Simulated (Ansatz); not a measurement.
# CuI: a single-point run

Wanted: a converged single-point run for CuI, and a check of what comes out. The structure is shown as the input types it.

The COD entry's cell or inner coordinates are ideal or old and differ from later refinements, so a difference from it is no clean test against experiment.

Program: Ansatz 0.2.0. Level of theory: density functional or hybrid calculation with the settings of its input, plane waves. These are calculated values, not measurements.

4 further runs of the same task are left out: 4 that didn't finish.

### Step 1. The starting structure

The structure is cubic, space group F-43m (No. 216). The conventional cell has a = 6.024 Å, b = 6.024 Å, c = 6.024 Å, α = 90.00°, β = 90.00°, γ = 90.00°. Cu (site symmetry -43m) is surrounded by 4 I at 2.61 Å. I (site symmetry -43m) has 4 Cu at 2.61 Å as nearest neighbours.

As a file:

```cif
data_structure
_symmetry_space_group_name_H-M 'P 1'
_symmetry_Int_Tables_number 1
_cell_length_a 4.2597
_cell_length_b 4.2597
_cell_length_c 4.2597
_cell_angle_alpha 60.000
_cell_angle_beta 60.000
_cell_angle_gamma 60.000
_cell_volume 54.65
loop_
_atom_site_label
_atom_site_type_symbol
_atom_site_fract_x
_atom_site_fract_y
_atom_site_fract_z
_atom_site_occupancy
Cu1 Cu 0.25000 0.25000 0.25000 1
I1 I 0.00000 0.00000 0.00000 1
```

### Step 2. Input and run

File input.yaml:

```yaml
crystal:
  lattice:
    - [0.0, 3.0120429033, 3.0120429033]
    - [3.0120429033, 0.0, 3.0120429033]
    - [3.0120429033, 3.0120429033, 0.0]
  atoms:
    - { symbol: Cu, position: [0.25, 0.25, 0.25] }
    - { symbol: I, position: [0.0, 0.0, 0.0] }
kpoints:
  mp_grid: { grid: [6, 6, 6] }
hamiltonian:
  xc: pbesol
scf:
  occupations: { method: cold, width: 1.5 }
  n_extra_bands: 4
output:
  forces: true
  stress: true
  eigenvalues: true
```

On the command line:

```bash
> ansatz run input.yaml --threads 4 --pin off --max-ram 3686MiB --backend cpu --events-out ev --progress --plain --runs-dir out
```

What happens when this is run?

The program finished normally, with warnings (rising crossing taken). Its log warns: «the Fermi level jumped to and fro: from 10.519965 eV (stationary_minimum) to 9.146854 eV (rising_crossing) at iteration 3 ...»

Look at the input: scf.occupations.width is 1.5. A smearing of this width stands for electrons at many thousands of kelvin; it empties bonding states and fills antibonding ones.

Run again and compare: set scf.occupations.width to 0.2.
